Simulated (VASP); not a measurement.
Write the native input for VASP 6.6.1 that does the following.

* Task: single point
* Functional: r2SCAN
* Dispersion: D3(BJ)
* Potentials or basis: VASP PAW PBE potentials, release 64 (C, O, H)
* Cutoff: 520 eV
* k mesh: 1 × 1 × 1
* Occupations: fermi-dirac, width 0.05 eV
* Spin: no spin polarisation
* Dipole correction: no
* Further INCAR settings: LREAL = Auto; ALGO = Normal; EDIFF = 1e-06; NBANDS = 64

H6C2O:

```
C O H
1.0
     7.52907    0.00000    0.00000
     0.00000    7.52907    0.00000
     0.00000    0.00000    7.52907
C O H
8 4 24
Direct
  0.32746 0.03913 0.81683
  0.50993 0.12861 0.83883
  0.88488 0.13824 0.30455
  0.83815 0.21182 0.48063
  0.03913 0.63948 0.53734
  0.86108 0.73373 0.55618
  0.20973 0.50738 0.06074
  0.02590 0.56884 0.04104
  0.50063 0.29846 0.76009
  0.99326 0.19208 0.59221
  0.73572 0.63937 0.67242
  0.94464 0.46621 0.90606
  0.61167 0.35537 0.73915
  0.54309 0.14043 0.97736
  0.61023 0.04451 0.76703
  0.32708 0.92233 0.90439
  0.22143 0.13404 0.85599
  0.28551 0.01437 0.67312
  0.98745 0.24828 0.71888
  0.81072 0.35633 0.47210
  0.72781 0.13200 0.52903
  0.76595 0.13031 0.22308
  0.98818 0.21101 0.22766
  0.92560 0.00070 0.32737
  0.62042 0.68129 0.64946
  0.89132 0.86881 0.61294
  0.79137 0.75187 0.42554
  0.13062 0.70865 0.44368
  0.09648 0.61854 0.66512
  0.04128 0.51543 0.47384
  0.84685 0.51979 0.84742
  0.94123 0.57939 0.16391
  0.01929 0.69934 0.99914
  0.27560 0.54671 0.18811
  0.21347 0.36282 0.04623
  0.29081 0.57230 0.95161
```

The cell was built by a generator and needn't be a form met in nature.

These files were run (other wordings do the same):

POSCAR

```
H6C2O
1.0
    7.5290720000      0.0000000000      0.0000000000
    0.0000000000      7.5290720000      0.0000000000
    0.0000000000      0.0000000000      7.5290720000
C O H
8 4 24
Direct
    0.3274639956      0.0391283282      0.8168337346
    0.5099300418      0.1286081472      0.8388284771
    0.8848766488      0.1382374880      0.3045528054
    0.8381511028      0.2118189333      0.4806302822
    1.0391320471      0.6394812003      0.5373437789
    0.8610755748      0.7337292033      0.5561774413
    0.2097336830      0.5073799268      0.0607378970
    0.0258996062      0.5688350437      0.0410409145
    0.5006327473      0.2984564366      0.7600936742
    0.9932565395      0.1920821052      0.5922110985
    0.7357214807      0.6393749455      0.6724201867
   -0.0553587481      0.4662061938     -0.0939425204
    0.6116690078      0.3553691610      0.7391481978
    0.5430948197      0.1404289931      0.9773581658
    0.6102345681      0.0445074771      0.7670267996
    0.3270788219     -0.0776722550      0.9043876855
    0.2214349923      0.1340404236      0.8559886265
    0.2855066335      0.0143709610      0.6731241247
    0.9874523713      0.2482776098      0.7188800957
    0.8107240839      0.3563254542      0.4721033349
    0.7278054985      0.1319950188      0.5290293412
    0.7659509698      0.1303082239      0.2230819416
    0.9881828730      0.2110087405      0.2276641796
    0.9255987989      0.0007039380      0.3273710226
    0.6204217465      0.6812924621      0.6494558692
    0.8913183457      0.8688056111      0.6129440654
    0.7913724294      0.7518722095      0.4255371711
    1.1306174254      0.7086530717      0.4436801773
    1.0964830725      0.6185357239      0.6651151696
    1.0412837067      0.5154287275      0.4738432572
   -0.1531530048      0.5197851741     -0.1525818853
   -0.0587721833      0.5793941139      0.1639113027
    0.0192852452      0.6993424953     -0.0008633202
    0.2755983739      0.5467074827      0.1881108323
    0.2134658826      0.3628202785      0.0462341176
    0.2908060914      0.5723016064     -0.0483857772
```

INCAR.step1

```
PREC     = Accurate       # precision mode
ENCUT    = 520            # plane-wave cutoff, eV
ISMEAR   = -1             # smearing method
SIGMA    = 0.05           # smearing width, eV
LREAL    = Auto         
LASPH    = True           # aspherical terms in the spheres
NELM     = 100            # most SCF steps
NBANDS   = 64             # bands
GGA      = PE             # functional
ALGO     = Normal         # electronic algorithm
EDIFF    = 1E-4           # SCF threshold, eV
LWAVE    = True           # write WAVECAR
LCHARG   = False          # write CHGCAR
```

INCAR.step2

```
PREC     = Accurate       # precision mode
ENCUT    = 520            # plane-wave cutoff, eV
EDIFF    = 1E-6           # SCF threshold, eV
ISMEAR   = -1             # smearing method
SIGMA    = 0.05           # smearing width, eV
LREAL    = Auto         
LASPH    = True           # aspherical terms in the spheres
NELM     = 100            # most SCF steps
ALGO     = Normal         # electronic algorithm
ISIF     = 2              # what is computed and relaxed
LWAVE    = False          # write WAVECAR
LCHARG   = True           # write CHGCAR
METAGGA  = R2SCAN         # meta-GGA
LMIXTAU  = True         
IVDW     = 12             # dispersion correction
VDW_S6   = 1.0          
VDW_S8   = 0.78981345   
VDW_A1   = 0.49484001   
VDW_A2   = 5.73083694   
LELF     = True           # ELF
LVHAR    = True         
NBANDS   = 64             # bands
ISTART   = 1
```

KPOINTS

```
Automatic mesh
0
Gamma
  1 1 1
```

Potentials or basis: VASP PAW PBE potentials, release 64 (C, O, H).

Run with:

```bash
$ cat potpaw_PBE.64/C/POTCAR potpaw_PBE.64/O/POTCAR potpaw_PBE.64/H/POTCAR > POTCAR
$ cp INCAR.step1 INCAR
$ mpirun -np 1 vasp_gam > vasp.out
$ cp INCAR.step2 INCAR
$ mpirun -np 1 vasp_gam > vasp.out
```

It gave:

* Pressure: -0.6 GPa
* Largest force: 2.865 eV/Å
* Band gap on the k mesh: 5.24 eV, direct
* Dispersion energy per atom: -0.016 eV

Caveat: the PAW data sets were made with another functional, which shifts forces and pressure a little.

It took 5.9 min on 1 thread of AMD EPYC 7571, on a shared host, peak memory 0.42 GiB.
